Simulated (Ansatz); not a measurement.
**Structure search for NaF₂**

Computed with Ansatz, DFT PBE, scalar-relativistic, plane waves, PAW. All cells share a 420 eV cutoff and Γ-centred k meshes spaced at most about 0.3 Å⁻¹ (about 0.25 or finer for metals, 2π included). Spin is collinear.

Energies over the elements count from the elements' standard structures at the same level (F₂ as a molecule), with no fitted energy shifts.

All energies are static (0 K, no zero-point motion). Larger cells and other orderings weren't all tried, so the list isn't exhaustive. Another magnetic order may lie lower.

Invented guesses were relaxed alike, and ends that match in structure, energy and magnetic state were merged. ΔE counts from the first row. Coordination counts F atoms around Na (those within 1.25 times the shortest such distance or 1.15 times the sum of covalent radii; the shortest distance is added where it is long for a bond). The ends were matched against large subsets of the Crystallography Open Database and the Materials Project, so a missing match doesn't prove that a structure is unreported.

```
#                                              reached from  type and space group  atoms  Å³/atom      coordination  ΔE (meV/atom)  gap on mesh (eV)           moments  in databases
1                                       CdBr2 type (P6_3mc)      P6_3mc (No. 186)      6     13.7              Na 7              0              0.00  parallel, 0.5 μB      no match
2  ordered vacancies on the cation sites of nickel arsenide       P-3m1 (No. 164)      3     14.3              Na 6             30              0.00  parallel, 0.5 μB      no match
3                                       TbCd2 type (P6/mmm)      P6/mmm (No. 191)      3     13.1  Na 12 from 2.7 Å             61              0.00  parallel, 0.5 μB      no match
```

The lowest: Space group P6_3mc (No. 186), hexagonal, a = 3.778 Å, c = 6.664 Å. Na has 7 F at 2.34–2.48 Å; around F on its first site lie 4 Na at 2.34–2.48 Å and 6 F at 2.71–2.78 Å; around F on its second site lie 3 Na at 2.35 Å and 6 F at 2.71–2.78 Å. Its energy over the elements is −1.64 eV/atom. It lies below the elements, which doesn't yet make it stable against other compounds or structures. An observed structure of this formula, if there is one, may be missing.

```xyz
6
Lattice="3.7784 0.0000 0.0000 -1.8892 3.2722 0.0000 0.0000 0.0000 6.6638" Properties=species:S:1:pos:R:3 pbc="T T T"
Na    0.0000    2.1815    2.5079
Na    1.8892    1.0907    5.8399
F     0.0000    2.1815    0.0264
F     1.8892    1.0907    3.3584
F     0.0000    0.0000    1.6305
F     0.0000    0.0000    4.9624
```

The second: Space group P-3m1 (No. 164), trigonal, a = 3.661 Å, c = 3.706 Å. Around Na lie 6 F at 2.32 Å; around F lie 3 Na at 2.32 Å and 6 F at 2.79–2.84 Å. Counting F atoms around Na, the first has Na 7 and the second has Na 6. Cells relaxed within their symmetry can be saddle points. Some structure types and database cells were kept out of the candidates from the start, so a known form may be missing.
